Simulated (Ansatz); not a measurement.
**Lanthanum, dhcp under r²SCAN: how the plane-wave cutoff moves the result**

A convergence test of the plane-wave cutoff. The geometry was relaxed under r²SCAN beforehand and stays fixed; 9 values are run, from 150 to 800 eV. Wanted are the values from which on the energy stays within 10 and 1 meV/atom, and the pressure within 0.5 GPa, of the last run. Within the series other settings stay, but some runs also write fields, which adds to their time. Spin polarisation is left out.

Method: DFT r²SCAN, plane waves with PAW, scalar-relativistic, in Ansatz 0.2.0.

### 1 The system as given

It takes space group P6_3/mmc (No. 194, hexagonal). Conventional cell: a = 3.787 Å, b = 3.787 Å, c = 12.062 Å, α = 90.00°, β = 90.00°, γ = 120.00°. La (site symmetry -3m) is surrounded by 12 La at 3.72 to 3.79 Å. La (site symmetry -6m2) is surrounded by 12 La at 3.72 to 3.79 Å.

Structure file:

```cif
data_structure
_symmetry_space_group_name_H-M 'P 1'
_symmetry_Int_Tables_number 1
_cell_length_a 3.7872
_cell_length_b 3.7872
_cell_length_c 12.0621
_cell_angle_alpha 90.000
_cell_angle_beta 90.000
_cell_angle_gamma 120.000
_cell_volume 149.82
loop_
_atom_site_label
_atom_site_type_symbol
_atom_site_fract_x
_atom_site_fract_y
_atom_site_fract_z
_atom_site_occupancy
La1 La 0.00000 0.00000 0.00000 1
La2 La 0.00000 0.00000 0.50000 1
La3 La 0.33333 0.66667 0.75000 1
La4 La 0.66667 0.33333 0.25000 1
```

### 2 The usual settings first

File input.yaml:

```yaml
crystal:
  lattice:
    - [3.787165242, 0.0, 0.0]
    - [-1.893582621, 3.2797813079, 0.0]
    - [0.0, 0.0, 12.0620946415]
  atoms:
    - { symbol: La, position: [1.0, 0.0, 0.0] }
    - { symbol: La, position: [1.0, 0.0, 0.5] }
    - { symbol: La, position: [0.3333333333, 0.6666666667, 0.75] }
    - { symbol: La, position: [0.6666666667, 0.3333333333, 0.25] }
hamiltonian:
  xc: r2scan
  pseudopotentials:
    kind: paw
    azcp:
      La: "pseudopotentials/La.paw.azcp"
basis:
  ecutwfc: 500
  fft_grid_basis: typed
kpoints:
  mp_grid: { grid: [13, 13, 4], shift: [0, 0, 0] }
magnetization:
  spin_polarized: false
scf:
  occupations: { method: fermi_dirac, width: 0.1 }
  lower_state_search: "off"
output:
  stress: true
```

On the command line:

```
$ ansatz run input.yaml --threads 2 --pin off --max-ram 5120MiB --backend cpu --events-out ev --progress --plain --runs-dir out
```

What it wrote (excerpt; [...] marks lines left out):

```text
Warning: RAYON_NUM_THREADS=2 ignored (pool sized by the plan → 2); use --threads N
[...]
Pseudopotentials: kind: paw
Pseudopotential: La, paw, valence charge 11, recommended cutoff 500 eV (meta_gga), <dir>
Functional definition: r2SCAN
[...]
Crystal: 4 atoms, lattice volume = 149.824 Å³
Basis set: ecut = 500 eV, 3787 PW (Γ), exchange–correlation on 120×120×360 points (64 copies of the dense FFT grid, shifted against one another)
Bands: 27, of which v1, the nominal top of the filled ones, is band 22 counted from 1 (21 counted from 0)
Symmetry: 24 space group operations
Space group: P63/mmc (ITA 194), of the structure as read, at distance tolerance 5.3e-5 Å
k-points: 63 of 676
[...]
SCF iter   1: F=-25058.748174 eV  HF=-25058.579658 eV  |F-HF|=1.69e-1  |Δ(HF+E_count)|=         —  Δρ=8.43e-3  dr2=1.10e-1  dr2_τ=9.90e-3  ethr=1.77e-3  ⟨swp⟩=7.8  Hψ=9798  notcnv=0
[...]
SCF iter   8: F=-25058.809650 eV  HF=-25058.809650 eV  |F-HF|=1.36e-9  |Δ(HF+E_count)|=   6.19e-8  Δρ=2.58e-6  dr2=1.55e-8  dr2_τ=8.66e-11  ethr=2.27e-10  ⟨swp⟩=4.9  Hψ=6502  notcnv=0
[...]
SCF converged after 8 iterations
Free energy (F): -25058.809650 eV
[...]
E sigma→0 (E₀):  -25058.709153 eV
Entropy (-TS):   -0.200994 eV (-50.249 meV/atom)
Fermi energy:    11.027947 eV
[...]
--- Stress (GPa, compression-positive) ---
       -0.050943       0.000000       0.000000
        0.000000      -0.050943       0.000000
        0.000000       0.000000       0.021553
  P = ⅓ Tr σ = -0.0268 GPa (-0.268 kbar)
```

It took 14 s on 2 threads of Intel Xeon Platinum 8488C (Sapphire Rapids), shared host; peak memory 0.93 GiB.

### 3 Cutoff 150 eV

The run at 150 eV.

Changes to input.yaml since step 2:

```diff
@@ -17,6 +17,6 @@
 basis:
-  ecutwfc: 500
+  ecutwfc: 150
   fft_grid_basis: typed
 kpoints:
-  mp_grid: { grid: [13, 13, 4], shift: [0, 0, 0] }
+  mp_grid: { grid: [10, 10, 3], shift: [0, 0, 0] }
 magnetization:
@@ -28 +28,5 @@
   stress: true
+  write_density: true
+  write_potential: true
+  elf: true
+  volumetric_format: npy
```

On the command line:

```
$ ansatz run input.yaml --threads 2 --pin off --max-ram 5120MiB --backend cpu --events-out ev --progress --plain --runs-dir out
```

What it wrote (excerpt; [...] marks lines left out):

```text
Warning: basis.ecutwfc = 150 eV is below the records' recommended 500 eV, and the density's cutoff is lower with it unless basis.ecutrho_ratio is high enough to keep the records' density cutoff: compare with a run at a higher cutoff
Warning: RAYON_NUM_THREADS=2 ignored (pool sized by the plan → 2); use --threads N
[...]
[... 3 set-up lines as earlier in the session ...]
[...]
Crystal: 4 atoms, lattice volume = 149.824 Å³
Basis set: ecut = 150 eV, 637 PW (Γ), exchange–correlation on 64×64×200 points (64 copies of the dense FFT grid, shifted against one another)
Bands: 27, of which v1, the nominal top of the filled ones, is band 22 counted from 1 (21 counted from 0)
[... 2 set-up lines as earlier in the session ...]
k-points: 28 of 300
[...]
SCF iter   1: F=-25048.064338 eV  HF=-25047.806174 eV  |F-HF|=2.58e-1  |Δ(HF+E_count)|=         —  Δρ=2.68e-2  dr2=4.57e-1  dr2_τ=1.67e-1  ethr=1.77e-3  ⟨swp⟩=4.5  Hψ=3610  notcnv=0
[...]
SCF iter   8: F=-25048.179019 eV  HF=-25048.179019 eV  |F-HF|=1.07e-8  |Δ(HF+E_count)|=   4.09e-8  Δρ=3.14e-6  dr2=1.95e-8  dr2_τ=3.02e-10  ethr=2.27e-10  ⟨swp⟩=7.6  Hψ=4003  notcnv=0
[...]
SCF converged after 8 iterations
Free energy (F): -25048.179019 eV
[...]
E sigma→0 (E₀):  -25048.096192 eV
Entropy (-TS):   -0.165655 eV (-41.414 meV/atom)
Fermi energy:    11.150502 eV
[...]
--- Stress (GPa, compression-positive) ---
        1.841370       0.000000       0.000000
        0.000000       1.841370       0.000000
        0.000000       0.000000       1.811419
  P = ⅓ Tr σ = 1.8314 GPa (18.314 kbar)
--- Band table (eV; the first three rows and the last of 28) ---
  k-point 0: bands = ["-22.8117", "-22.6671", "-22.5651", "-22.4801", "-7.0055", "-6.3193", "-6.2852", "-5.7561", "-5.7561", "-5.6754", "-5.6754", "-5.6412", "-5.6412", "-5.5611", "-5.5611", "-5.5202", "7.8794", "9.2325", "9.2637", "9.2656", "11.9138", "12.0038", "12.3395", "12.3395", [...]
[...]
```

Wall time 1.9 s (2 threads of Intel Xeon Platinum 8488C (Sapphire Rapids), shared host); peak memory 0.44 GiB.

### 4 Cutoff 200 eV

The run at 200 eV.

Changes to input.yaml since step 3:

```diff
@@ -17,3 +17,3 @@
 basis:
-  ecutwfc: 150
+  ecutwfc: 200
   fft_grid_basis: typed
@@ -28,5 +28 @@
   stress: true
-  write_density: true
-  write_potential: true
-  elf: true
-  volumetric_format: npy
```

On the command line:

```
$ ansatz run input.yaml --threads 2 --pin off --max-ram 5120MiB --backend cpu --events-out ev --progress --plain --runs-dir out
```

What it wrote (excerpt; [...] marks lines left out):

```text
Warning: basis.ecutwfc = 200 eV is below the records' recommended 500 eV, and the density's cutoff is lower with it unless basis.ecutrho_ratio is high enough to keep the records' density cutoff: compare with a run at a higher cutoff
Warning: RAYON_NUM_THREADS=2 ignored (pool sized by the plan → 2); use --threads N
[...]
[... 3 set-up lines as earlier in the session ...]
[...]
Crystal: 4 atoms, lattice volume = 149.824 Å³
Basis set: ecut = 200 eV, 981 PW (Γ), exchange–correlation on 72×72×240 points (64 copies of the dense FFT grid, shifted against one another)
Bands: 27, of which v1, the nominal top of the filled ones, is band 22 counted from 1 (21 counted from 0)
[... 2 set-up lines as earlier in the session ...]
k-points: 28 of 300
[...]
SCF iter   1: F=-25054.538763 eV  HF=-25054.399272 eV  |F-HF|=1.39e-1  |Δ(HF+E_count)|=         —  Δρ=1.66e-2  dr2=2.67e-1  dr2_τ=6.24e-2  ethr=1.77e-3  ⟨swp⟩=5.6  Hψ=3712  notcnv=0
[...]
SCF iter   8: F=-25054.642191 eV  HF=-25054.642191 eV  |F-HF|=6.88e-9  |Δ(HF+E_count)|=   2.87e-8  Δρ=2.36e-6  dr2=1.11e-8  dr2_τ=1.62e-10  ethr=2.27e-10  ⟨swp⟩=4.0  Hψ=2407  notcnv=0
[...]
SCF converged after 8 iterations
Free energy (F): -25054.642191 eV
[...]
E sigma→0 (E₀):  -25054.553720 eV
Entropy (-TS):   -0.176942 eV (-44.235 meV/atom)
Fermi energy:    11.069296 eV
[...]
--- Stress (GPa, compression-positive) ---
        0.369732      -0.000000       0.000000
       -0.000000       0.369732       0.000000
        0.000000       0.000000       0.280961
  P = ⅓ Tr σ = 0.3401 GPa (3.401 kbar)
```

It took 2.2 s on 2 threads of Intel Xeon Platinum 8488C (Sapphire Rapids), shared host; peak memory 0.47 GiB.

### 5 Cutoff 250 eV

The run at 250 eV.

Changes to input.yaml since step 4:

```diff
@@ -17,3 +17,3 @@
 basis:
-  ecutwfc: 200
+  ecutwfc: 250
   fft_grid_basis: typed
@@ -28 +28,5 @@
   stress: true
+  write_density: true
+  write_potential: true
+  elf: true
+  volumetric_format: npy
```

On the command line:

```
$ ansatz run input.yaml --threads 2 --pin off --max-ram 5120MiB --backend cpu --events-out ev --progress --plain --runs-dir out
```

What it wrote (excerpt; [...] marks lines left out):

```text
Warning: basis.ecutwfc = 250 eV is below the records' recommended 500 eV, and the density's cutoff is lower with it unless basis.ecutrho_ratio is high enough to keep the records' density cutoff: compare with a run at a higher cutoff
Warning: RAYON_NUM_THREADS=2 ignored (pool sized by the plan → 2); use --threads N
[...]
[... 3 set-up lines as earlier in the session ...]
[...]
Crystal: 4 atoms, lattice volume = 149.824 Å³
Basis set: ecut = 250 eV, 1351 PW (Γ), exchange–correlation on 80×80×256 points (64 copies of the dense FFT grid, shifted against one another)
Bands: 27, of which v1, the nominal top of the filled ones, is band 22 counted from 1 (21 counted from 0)
[... 2 set-up lines as earlier in the session ...]
k-points: 28 of 300
[...]
SCF iter   1: F=-25057.582984 eV  HF=-25057.433635 eV  |F-HF|=1.49e-1  |Δ(HF+E_count)|=         —  Δρ=1.09e-2  dr2=1.55e-1  dr2_τ=1.73e-2  ethr=1.77e-3  ⟨swp⟩=6.7  Hψ=3962  notcnv=0
[...]
SCF iter   8: F=-25057.662187 eV  HF=-25057.662187 eV  |F-HF|=9.39e-10  |Δ(HF+E_count)|=   6.99e-8  Δρ=2.72e-6  dr2=1.91e-8  dr2_τ=9.53e-11  ethr=2.27e-10  ⟨swp⟩=10.9  Hψ=6070  notcnv=0
[...]
SCF converged after 8 iterations
Free energy (F): -25057.662187 eV
[...]
E sigma→0 (E₀):  -25057.566090 eV
Entropy (-TS):   -0.192193 eV (-48.048 meV/atom)
Fermi energy:    11.036894 eV
[...]
--- Stress (GPa, compression-positive) ---
       -0.063918       0.000000       0.000000
        0.000000      -0.063918       0.000000
        0.000000       0.000000      -0.013346
  P = ⅓ Tr σ = -0.0471 GPa (-0.471 kbar)
--- Band table (eV; the first three rows and the last of 28) ---
  k-point 0: bands = ["-23.0458", "-22.9399", "-22.9241", "-22.8204", "-7.0216", "-6.3233", "-6.3089", "-5.7775", "-5.7775", "-5.6827", "-5.6827", "-5.6617", "-5.6617", "-5.5724", "-5.5724", "-5.5290", "7.7239", "9.1205", "9.1265", "9.2059", "11.5845", "11.7612", "12.3641", "12.3641", [...]
[...]
```

Run time: 3.3 s. Hardware: 2 threads of Intel Xeon Platinum 8488C (Sapphire Rapids), shared host; peak memory 0.53 GiB.

### 6 Cutoff 300 eV

The run at 300 eV.

Changes to input.yaml since step 5:

```diff
@@ -17,3 +17,3 @@
 basis:
-  ecutwfc: 250
+  ecutwfc: 300
   fft_grid_basis: typed
@@ -28,5 +28 @@
   stress: true
-  write_density: true
-  write_potential: true
-  elf: true
-  volumetric_format: npy
```

On the command line:

```
$ ansatz run input.yaml --threads 2 --pin off --max-ram 5120MiB --backend cpu --events-out ev --progress --plain --runs-dir out
```

What it wrote (excerpt; [...] marks lines left out):

```text
Warning: basis.ecutwfc = 300 eV is below the records' recommended 500 eV, and the density's cutoff is lower with it unless basis.ecutrho_ratio is high enough to keep the records' density cutoff: compare with a run at a higher cutoff
Warning: RAYON_NUM_THREADS=2 ignored (pool sized by the plan → 2); use --threads N
[...]
[... 3 set-up lines as earlier in the session ...]
[...]
Crystal: 4 atoms, lattice volume = 149.824 Å³
Basis set: ecut = 300 eV, 1763 PW (Γ), exchange–correlation on 96×96×288 points (64 copies of the dense FFT grid, shifted against one another)
Bands: 27, of which v1, the nominal top of the filled ones, is band 22 counted from 1 (21 counted from 0)
[... 2 set-up lines as earlier in the session ...]
k-points: 28 of 300
[...]
SCF iter   1: F=-25058.527950 eV  HF=-25058.359298 eV  |F-HF|=1.69e-1  |Δ(HF+E_count)|=         —  Δρ=8.82e-3  dr2=1.18e-1  dr2_τ=8.98e-3  ethr=1.77e-3  ⟨swp⟩=7.1  Hψ=4006  notcnv=0
[...]
SCF iter   8: F=-25058.593906 eV  HF=-25058.593906 eV  |F-HF|=1.94e-9  |Δ(HF+E_count)|=   5.78e-8  Δρ=2.85e-6  dr2=2.21e-8  dr2_τ=9.28e-11  ethr=2.27e-10  ⟨swp⟩=4.2  Hψ=2780  notcnv=0
[...]
SCF converged after 8 iterations
Free energy (F): -25058.593906 eV
[...]
E sigma→0 (E₀):  -25058.495901 eV
Entropy (-TS):   -0.196010 eV (-49.002 meV/atom)
Fermi energy:    11.031074 eV
[...]
--- Stress (GPa, compression-positive) ---
        0.000827      -0.000000       0.000000
        0.000000       0.000827       0.000000
        0.000000       0.000000       0.006555
  P = ⅓ Tr σ = 0.0027 GPa (0.027 kbar)
```

Run time: 3.7 s. Hardware: 2 threads of Intel Xeon Platinum 8488C (Sapphire Rapids), shared host; peak memory 0.62 GiB.

(Part 1 of 2 ends here.)
